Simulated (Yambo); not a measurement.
# PbSe (Clausthalite) (Fm-3m) in Yambo: notebook, part 3 of 3

Yambo 5.3.0. The steps go on from the part before.

## 5. Hartree-Fock levels, PBE

hf1.in

```
rim_cut
HF_and_locXC
RandQpts= 1000000
RandGvec= 50 RL
EXXRLvcs= 86 Ry
VXCRLvcs= 86 Ry
% QPkrange
 1 | 1 | 15 | 17 |
 3 | 3 | 15 | 17 |
%
```

scf.in

```
&CONTROL
  calculation = 'scf'
  prefix = 'pwscf'
  outdir = './tmp'
  pseudo_dir = './pseudo'
/
&SYSTEM
  ibrav = 0
  nat = 2
  ntyp = 2
  ecutwfc = 86
  nbnd = 22
  occupations = 'smearing'
  smearing = 'fd'
  degauss = 0.00367493
  force_symmorphic = .true.
/
&ELECTRONS
  conv_thr = 4d-10
  electron_maxstep = 120
  mixing_beta = 0.5
/
ATOMIC_SPECIES
Pb   207.2000 Pb.upf
Se    78.9710 Se.upf
CELL_PARAMETERS angstrom
   0.0000000000    3.0606500000    3.0606500000
   3.0606500000    0.0000000000    3.0606500000
   3.0606500000    3.0606500000    0.0000000000
ATOMIC_POSITIONS crystal
Pb     0.0000000000    0.0000000000    0.0000000000
Se     0.5000000000    0.5000000000    0.5000000000
K_POINTS automatic
8 8 8 0 0 0
```

nscf.in

```
&CONTROL
  calculation = 'nscf'
  prefix = 'pwscf'
  outdir = './tmp'
  pseudo_dir = './pseudo'
/
&SYSTEM
  ibrav = 0
  nat = 2
  ntyp = 2
  ecutwfc = 86
  nbnd = 135
  occupations = 'fixed'
  force_symmorphic = .true.
/
&ELECTRONS
  conv_thr = 1d-08
  diago_full_acc = .true.
  diago_thr_init = 1d-06
/
ATOMIC_SPECIES
Pb   207.2000 Pb.upf
Se    78.9710 Se.upf
CELL_PARAMETERS angstrom
   0.0000000000    3.0606500000    3.0606500000
   3.0606500000    0.0000000000    3.0606500000
   3.0606500000    3.0606500000    0.0000000000
ATOMIC_POSITIONS crystal
Pb     0.0000000000    0.0000000000    0.0000000000
Se     0.5000000000    0.5000000000    0.5000000000
K_POINTS automatic
4 4 4 0 0 0
```

Potentials or basis: PseudoDojo 0.4.1 SR PBE standard.

Run with:

```console
> OMP_NUM_THREADS=1 pw.x -in scf.in > scf.out
> OMP_NUM_THREADS=1 pw.x -in nscf.in > nscf.out
> cd tmp/pwscf.save; p2y; mv SAVE ../..; cd ../..
> OMP_NUM_THREADS=1 yambo
> mkdir -p hf1; ln -s $PWD/g0w00/ndb.RIM hf1/
> OMP_NUM_THREADS=1 yambo -F hf1.in -J hf1 -C hf1_out
```

Yambo's report:

```text
[... sections 02.01 to 02.04 as in the set-up run ...]

  [02.05] Energies & Occupations
  ==============================

  [X] === General ===
  [X] Electronic Temperature                        :  0.000000  0.000000 [eV K]
  [X] Bosonic    Temperature                        :  0.000000  0.000000 [eV K]
  [X] Finite Temperature mode                       : no
  [X] El. density                                   :  0.52318E+24 [cm-3]
  [X] Fermi Level                                   :  9.492087 [eV]

  [X] === Gaps and Widths ===
  [X] Conduction Band Min                           :  0.296306 [eV]
  [X] Valence Band Max                              :  0.000000 [eV]
  [X] Filled Bands                                  :  15
  [X] Empty Bands                                   :   16  135
  [X] Direct Gap                                    :  0.296306 [eV]
  [X] Direct Gap localized at k                     :  3
  [X] Indirect Gap                                  :  0.296306 [eV]
  [X] Indirect Gap between kpts                     :  3  3
  [X] Last valence band width                       :  3.228569 [eV]
  [X] 1st conduction band width                     :  4.417320 [eV]

 [03] Transferred momenta grid and indexing
 ==========================================

 IBZ Q-points                                      :   8
 BZ  Q-points                                      :   64

 K/Q-points units:
 rlu = crystal or reduced units; cc = cartesian coordinates; iku = interal k-units

 Q [1]          [rlu]:  0.000000  0.000000  0.000000
 Q [2]          [rlu]: -0.51579E-17 -0.51579E-17  0.25000
 Q [3]          [rlu]:  0.10316E-16  0.10316E-16 -0.50000
 Q [4]          [rlu]:  0.93036E-17  0.25000      0.25000
 Q [5]          [rlu]:  0.22598E-16  0.25000      0.50000
 Q [6]          [rlu]:  0.10316E-16  0.25000     -0.25000
 Q [7]          [rlu]: -0.18607E-16 -0.50000     -0.50000
 Q [8]          [rlu]:  0.250000 -0.500000 -0.250000

 [04] Coloumb potential Random Integration (RIM)
 ===============================================

 Summary of Coulomb integrals for non-metallic bands |Q|[au] RIM/Bare

 Q [1] 0.100000E-4 0.995988 * Q [2] 0.235200 1.066323
 Q [4] 0.271586 1.065367 * Q [6] 0.384081 1.027419
 Q [5] 0.450374 1.020609 * Q [3] 0.470401 1.018019
 Q [7] 0.543172 1.014680 * Q [8] 0.607285 1.011727

 [05] Local Exchange-Correlation + Non-Local Fock
 ================================================

 [VXC] Plane waves :   5209
 [EXS] Plane waves :   5209

 QP @ state[ 1 ] K range:  1  1
 QP @ state[ 1 ] b range:  15  17
 QP @ state[ 2 ] K range:  3  3
 QP @ state[ 2 ] b range:  15  17

 [WF-HF/Rho loader] Normalization (few states)  min/max  :  0.90858E-17   1.0000

 [xc] Functional : Perdew, Burke & Ernzerhof(X)+Perdew, Burke & Ernzerhof(C)
 [xc] LIBXC used to calculate xc functional
  PP Number of Atomic Species                      :  2
  NLCC RL compoments                               :   41655
  PP Number of Atomic Species                      :  2
  NLCC RL compoments                               :   41655
 [WR./hf1//ndb.HF_and_locXC]-----------------------------------------------------
  Brillouin Zone Q/K grids (IBZ/BZ)                :    8   64    8   64
  RL vectors                                       :   6231 [WF]
  Fragmentation                                    : no
  Electronic Temperature                           :  0.000000 [K]
  Bosonic    Temperature                           :  0.000000 [K]
  Green`s function   wavefunctions                 : Perdew, Burke & Ernzerhof(X)+Perdew, Burke & Ernzerhof(C)
  Total number of QP states                        :   6
  Exchange RL vectors                              :   5209
  Exchange summation bands                         :  15
  RIM RL components                                :   51
  RIM random points                                :  1000000

 [xc] E_xc :  -19.20003 [Ha]
      E_xc :  -38.40005 [Ry]

  Local XC kind (lXC) : Perdew, Burke & Ernzerhof(X)+Perdew, Burke & Ernzerhof(C)
  Non-Local XC kind (nlXC) : Hartree-Fock

  Corrections @ K [1] :  [eV]
 <15|nlXC|15> = -16.48372 -0.92212E-17 <15|lXC|15> = -12.73437  0.000000
 <16|nlXC|16> = -7.729508 -0.21368E-17 <16|lXC|16> = -11.20960  0.94408E-16
 <17|nlXC|17> = -7.729508 -0.17510E-17 <17|lXC|17> = -11.20960 -0.23602E-15

  Corrections @ K [3] :  [eV]
 <15|nlXC|15> = -15.71767  0.20112E-17 <15|lXC|15> = -13.71352  0.25520E-15
 <16|nlXC|16> = -7.511705 -0.18882E-17 <16|lXC|16> = -10.14172 -0.47204E-16
 <17|nlXC|17> = -7.584207 -0.24224E-17 <17|lXC|17> = -10.17648  0.23602E-16
```

o-hf1.hf:

```text
#    K-point            Band               Eo [eV]            Ehf [eV]           Vxc [eV]           Vnlxc [eV]
#
        1                  15                -1.868176          -5.617524          -12.73437          -16.48372
        1                  16                 4.713626           8.193721          -11.20960          -7.729508
        1                  17                 4.713626           8.193721          -11.20960          -7.729508
        3                  15                 0.000000          -2.004152          -13.71352          -15.71767
        3                  16                 0.296306           2.926319          -10.14172          -7.511705
        3                  17                 1.699503           4.291772          -10.17648          -7.584207
#
```

It took 2 min on 1 thread of Arm Neoverse V1, shared host; peak memory 0.3 GiB.

Results:

```yaml
Band_gap_on_the_k_mesh_mean-field_level: 0.30 eV, direct
Quasiparticle_gap: 4.93 eV
Least_direct_quasiparticle_gap: 4.93 eV
Quasiparticle_gap_at_Γ: 13.81 eV
Band_gap_of_the_same_states_before_the_correction: 0.30 eV
```

Quasiparticle terms (eV):
```
               k point  band  Kohn-Sham level     Vxc      Σx  Σc  Z  result
 (0.000, 0.000, 0.000)    15            -1.87  -12.73  -16.48   -  -   -5.62
 (0.000, 0.000, 0.000)    16             4.71  -11.21   -7.73   -  -    8.19
 (0.000, 0.000, 0.000)    17             4.71  -11.21   -7.73   -  -    8.19
(0.000, 0.000, -0.500)    15             0.00  -13.71  -15.72   -  -   -2.00
(0.000, 0.000, -0.500)    16             0.30  -10.14   -7.51   -  -    2.93
(0.000, 0.000, -0.500)    17             1.70  -10.18   -7.58   -  -    4.29
```

Caveat: the k mesh is coarse (spacing up to 0.44 Å⁻¹), so the values aren't converged; the potentials hold a filled d shell without the s and p states of that shell, which can shift GW gaps by tenths of an eV, either way; spin-orbit coupling is left out, which as a rule narrows the gap of such compounds by several tenths of an eV. A k mesh can miss the band edges.

## 6. G0W0 quasiparticle levels, PBE

g0w07.in

```
gw0
dyson
el_el_corr
rim_cut
HF_and_locXC
ppa
em1d
RandQpts= 1000000
RandGvec= 50 RL
EXXRLvcs= 86 Ry
VXCRLvcs= 86 Ry
Chimod= "HARTREE"
% BndsRnXp
 1 | 135 |
%
NGsBlkXp= 6 Ry
% LongDrXp
 1 | 1 | 1 |
%
PPAPntXp= 27.21138 eV
% GbndRnge
 1 | 135 |
%
GTermKind= "BG"
DysSolver= "n"
ExtendOut
% QPkrange
 1 | 1 | 15 | 16 |
 3 | 3 | 15 | 16 |
%
```

scf.in is that of step 5.

nscf.in is that of step 5.

Potentials or basis: PseudoDojo 0.4.1 SR PBE standard.

Run with:

```console
> OMP_NUM_THREADS=1 pw.x -in scf.in > scf.out
> OMP_NUM_THREADS=1 pw.x -in nscf.in > nscf.out
> cd tmp/pwscf.save; p2y; mv SAVE ../..; cd ../..
> OMP_NUM_THREADS=1 yambo
> mkdir -p g0w07; ln -s $PWD/g0w00/ndb.pp* g0w07/
> mkdir -p g0w07; ln -s $PWD/g0w00/ndb.RIM g0w07/
> OMP_NUM_THREADS=1 yambo -F g0w07.in -J g0w07 -C g0w07_out
```

Yambo's report:

```text
[... sections 02.01 to 02.04 as in the set-up run ...]

  [02.05] Energies & Occupations
  ==============================

  [X] === General ===
  [X] Electronic Temperature                        :  0.000000  0.000000 [eV K]
  [X] Bosonic    Temperature                        :  0.000000  0.000000 [eV K]
  [X] Finite Temperature mode                       : no
  [X] El. density                                   :  0.52318E+24 [cm-3]
  [X] Fermi Level                                   :  9.492087 [eV]

  [X] === Gaps and Widths ===
  [X] Conduction Band Min                           :  0.296306 [eV]
  [X] Valence Band Max                              :  0.000000 [eV]
  [X] Filled Bands                                  :  15
  [X] Empty Bands                                   :   16  135
  [X] Direct Gap                                    :  0.296306 [eV]
  [X] Direct Gap localized at k                     :  3
  [X] Indirect Gap                                  :  0.296306 [eV]
  [X] Indirect Gap between kpts                     :  3  3
  [X] Last valence band width                       :  3.228569 [eV]
  [X] 1st conduction band width                     :  4.417320 [eV]

 [03] Transferred momenta grid and indexing
 ==========================================

 IBZ Q-points                                      :   8
 BZ  Q-points                                      :   64

 K/Q-points units:
 rlu = crystal or reduced units; cc = cartesian coordinates; iku = interal k-units

 Q [1]          [rlu]:  0.000000  0.000000  0.000000
 Q [2]          [rlu]: -0.51579E-17 -0.51579E-17  0.25000
 Q [3]          [rlu]:  0.10316E-16  0.10316E-16 -0.50000
 Q [4]          [rlu]:  0.93036E-17  0.25000      0.25000
 Q [5]          [rlu]:  0.22598E-16  0.25000      0.50000
 Q [6]          [rlu]:  0.10316E-16  0.25000     -0.25000
 Q [7]          [rlu]: -0.18607E-16 -0.50000     -0.50000
 Q [8]          [rlu]:  0.250000 -0.500000 -0.250000

 [04] Coloumb potential Random Integration (RIM)
 ===============================================

 Summary of Coulomb integrals for non-metallic bands |Q|[au] RIM/Bare

 Q [1] 0.100000E-4 0.995988 * Q [2] 0.235200 1.066323
 Q [4] 0.271586 1.065367 * Q [6] 0.384081 1.027419
 Q [5] 0.450374 1.020609 * Q [3] 0.470401 1.018019
 Q [7] 0.543172 1.014680 * Q [8] 0.607285 1.011727

 [05] Dipoles
 ============

  [05.01] Setup: observables and procedures
  =========================================

  [WF-Oscillators/G space/Transverse up loader] Normalization (few states)  min/max  :  0.54857E-17   1.0000

  [WR./g0w07//ndb.dipoles]--------------------------------------------------------
   Brillouin Zone Q/K grids (IBZ/BZ)                :    8   64    8   64
   RL vectors                                       :   6231 [WF]
   Fragmentation                                    : yes
   Electronic Temperature                           :  0.000000 [K]
   Bosonic    Temperature                           :  0.000000 [K]
   DIP band range                                   :    1  135
   DIP band range limits                            :  15  16
   DIP e/h energy range                             : -1.000000 -1.000000 [eV]
   RL vectors in the sum                            :   6231
   [r,Vnl] included                                 : yes
   Bands ordered                                    : yes
   Direct v evaluation                              : no
   Approach used                                    : G-space v
   Dipoles computed                                 : R V P [G-space]
   Wavefunctions                                    : Perdew, Burke & Ernzerhof(X)+Perdew, Burke & Ernzerhof(C)

 [06] Dynamic Dielectric Matrix (PPA)
 ====================================

 [07] Local Exchange-Correlation + Non-Local Fock
 ================================================

 [VXC] Plane waves :   5209
 [EXS] Plane waves :   5209

 QP @ state[ 1 ] K range:  1  1
 QP @ state[ 1 ] b range:  15  16
 QP @ state[ 2 ] K range:  3  3
 QP @ state[ 2 ] b range:  15  16

 [xc] Functional : Perdew, Burke & Ernzerhof(X)+Perdew, Burke & Ernzerhof(C)
 [xc] LIBXC used to calculate xc functional
  PP Number of Atomic Species                      :  2
  NLCC RL compoments                               :   41655
  PP Number of Atomic Species                      :  2
  NLCC RL compoments                               :   41655
 [WR./g0w07//ndb.HF_and_locXC]---------------------------------------------------
  Brillouin Zone Q/K grids (IBZ/BZ)                :    8   64    8   64
  RL vectors                                       :   6231 [WF]
  Fragmentation                                    : no
  Electronic Temperature                           :  0.000000 [K]
  Bosonic    Temperature                           :  0.000000 [K]
  Green`s function   wavefunctions                 : Perdew, Burke & Ernzerhof(X)+Perdew, Burke & Ernzerhof(C)
  Total number of QP states                        :   4
  Exchange RL vectors                              :   5209
  Exchange summation bands                         :  15
  RIM RL components                                :   51
  RIM random points                                :  1000000

 [xc] E_xc :  -19.20003 [Ha]
      E_xc :  -38.40005 [Ry]

  Local XC kind (lXC) : Perdew, Burke & Ernzerhof(X)+Perdew, Burke & Ernzerhof(C)
  Non-Local XC kind (nlXC) : Hartree-Fock

  Corrections @ K [1] :  [eV]
 <15|nlXC|15> = -16.48372 -0.92212E-17 <15|lXC|15> = -12.73437  0.000000
 <16|nlXC|16> = -7.729508 -0.21368E-17 <16|lXC|16> = -11.20960  0.94408E-16

  Corrections @ K [3] :  [eV]
 <15|nlXC|15> = -15.71767  0.20112E-17 <15|lXC|15> = -13.71352  0.25520E-15
 <16|nlXC|16> = -7.511705 -0.18882E-17 <16|lXC|16> = -10.14172 -0.47204E-16

 [08] Dyson equation: Newton solver
 ==================================

 [WARNING] Response block size in GW reduced to 137     RL (3540    mHa)

  [08.01] G0W0 (W PPA)
  ====================

  [  GW  ] Bands range     :    1  135
  [GW/PPA] G damping       :  0.100000 [eV]

  QP @ state[ 1 ] K range:  1  1
  QP @ state[ 1 ] b range:  15  16
  QP @ state[ 2 ] K range:  3  3
  QP @ state[ 2 ] b range:  15  16

   Current Q-pt index             :  1
   :: PP condition fails/total    :  0.346849
   :: Time ordering fails/rest    :  0.498817
   :: Mean rel dev of PP cond     :  0.346798
   Current Q-pt index             :  2
   :: PP condition fails/total    :  0.364750
   :: Time ordering fails/rest    :  0.496016
   :: Mean rel dev of PP cond     :  0.364686
   Current Q-pt index             :  3
   :: PP condition fails/total    :  0.352283
   :: Time ordering fails/rest    :  0.497656
   :: Mean rel dev of PP cond     :  0.352251
   Current Q-pt index             :   4
   :: PP condition fails/total    :  0.355480
   :: Time ordering fails/rest    :  0.499049
   :: Mean rel dev of PP cond     :  0.355397
   Current Q-pt index             :   5
   :: PP condition fails/total    :  0.360808
   :: Time ordering fails/rest    :  0.502542
   :: Mean rel dev of PP cond     :  0.360741
   Current Q-pt index             :   6
   :: PP condition fails/total    :  0.359529
   :: Time ordering fails/rest    :  0.497546
   :: Mean rel dev of PP cond     :  0.359449
   Current Q-pt index             :   7
   :: PP condition fails/total    :  0.326602
   :: Time ordering fails/rest    :  0.498774
   :: Mean rel dev of PP cond     :  0.326526
   Current Q-pt index             :   8
   :: PP condition fails/total    :  0.352390
   :: Time ordering fails/rest    :  0.498478
   :: Mean rel dev of PP cond     :  0.352319

  [08.02] QP properties and I/O
  =============================

  Legend (energies in eV)
  - B  : Band       - Eo  : bare energy
  - E  : QP energy  - Z   : Renormalization factor
  - So : Sc(Eo)     - S   : Sc(E)
  - dSp: Sc derivative precision

  - lXC: Local XC (Perdew, Burke & Ernzerhof(X)+Perdew, Burke & Ernzerhof(C))
  -nlXC: non-Local XC (Hartree-Fock)

  QP [eV] @ K [1] (iku):  0.000000  0.000000  0.000000
   B=15 Eo= -1.87 E= -3.06 E-Eo= -1.19 Re(Z)=0.78 Im(Z)=-0.161982E-2 nlXC= -16.4837 lXC= -12.7344 So=  2.22429
   B=16 Eo=  4.71 E=  4.18 E-Eo= -0.53 Re(Z)=0.78 Im(Z)=-0.514489E-2 nlXC= -7.72951 lXC= -11.2096 So= -4.16290

  QP [eV] @ K [3] (iku): -0.250000 -0.250000  0.250000
   B=15 Eo=  0.00 E= -0.93 E-Eo= -0.93 Re(Z)=0.79 Im(Z)=-0.134857E-2 nlXC= -15.7177 lXC= -13.7135 So= 0.833979
   B=16 Eo=  0.30 E= -0.05 E-Eo= -0.35 Re(Z)=0.81 Im(Z)=-0.131551E-2 nlXC= -7.51170 lXC= -10.1417 So= -3.06243

  [WR./g0w07//ndb.QP]-------------------------------------------------------------
   Lattice constants                                :  5.783790  5.783790  5.783790
   Coulomb cutoff potential                         : none
   Electronic Temperature                           :  0.000000 [K]
   Bosonic    Temperature                           :  0.000000 [K]
   Green`s function   energies                      : Perdew, Burke & Ernzerhof(X)+Perdew, Burke & Ernzerhof(C)
   wavefunctions                                    : Perdew, Burke & Ernzerhof(X)+Perdew, Burke & Ernzerhof(C)
   PPA    diel. fun.  energies                      : Perdew, Burke & Ernzerhof(X)+Perdew, Burke & Ernzerhof(C)
   wavefunctions                                    : Perdew, Burke & Ernzerhof(X)+Perdew, Burke & Ernzerhof(C)
   QP tot states                                    :   4
   GW solver                                        : Newton
   GW approximation                                 : PPA
   PPA imaginary Energy                             :  27.21138 ev
   RIM G`s                                          :   51
   RIM random pts                                   :  1000000
   dS/dw steps                                      :  2
   dS/dw step                                       :  0.100000 ev
   X G`s                                            :  137 used
   X G`s                                            :  137 disk
   X bands                                          :    1  135
   X poles                                          :  100.0000 o/o
   X e/h E range                                    : -1.000000 -1.000000 ev
   X Hxc Kernel                                     : HARTREE
   X BZ energy Double Grid                          : no
   X Optical Averaged directions                    : none
   Sc/G bands                                       :    1  135
   Sc/G damping                                     :  0.100000 ev
   Sc bands terminator                              : yes
   Sc terminator kind                               : BG
   Sc Terminator pole                               :  40.81708
   Sx RL components                                 :   5209

   QP @ state[ 1 ] K range                          :  1  1
   QP @ state[ 1 ] b range                          :  15  16
   QP @ state[ 2 ] K range                          :  3  3
   QP @ state[ 2 ] b range                          :  15  16
   GF energies kind                                 : Perdew, Burke & Ernzerhof(X)+Perdew, Burke & Ernzerhof(C)
   GF WF`s kind                                     : Perdew, Burke & Ernzerhof(X)+Perdew, Burke & Ernzerhof(C)
   Xs energies kind                                 : Perdew, Burke & Ernzerhof(X)+Perdew, Burke & Ernzerhof(C)
   Xs WF`s kind                                     : Perdew, Burke & Ernzerhof(X)+Perdew, Burke & Ernzerhof(C)
```

What came out:

| Quantity | Value |
| --- | --- |
| Band gap on the k mesh, mean-field level | 0.30 eV, direct |
| Quasiparticle gap | 0.88 eV |
| Least direct quasiparticle gap | 0.88 eV |
| Quasiparticle gap at Γ | 7.24 eV |
| Band gap of the same states before the correction | 0.30 eV |

Quasiparticle terms (eV):
```
               k point  band  Kohn-Sham level     Vxc      Σx     Σc     Z  result
 (0.000, 0.000, 0.000)    15            -1.87  -12.73  -16.48   2.22  0.78   -3.06
 (0.000, 0.000, 0.000)    16             4.71  -11.21   -7.73  -4.16  0.78    4.18
(0.000, 0.000, -0.500)    15             0.00  -13.71  -15.72   0.83  0.79   -0.93
(0.000, 0.000, -0.500)    16             0.30  -10.14   -7.51  -3.06  0.81   -0.05
```

Caveat: the k mesh is coarse (spacing up to 0.44 Å⁻¹), so the values aren't converged; the potentials hold a filled d shell without the s and p states of that shell, which can shift GW gaps by tenths of an eV, either way; this version prints the column dSc/dw multiplied by 27.2; the terminator is approximate in this version, by hundredths of an eV; spin-orbit coupling is left out, which as a rule narrows the gap of such compounds by several tenths of an eV. A k mesh can miss the band edges.
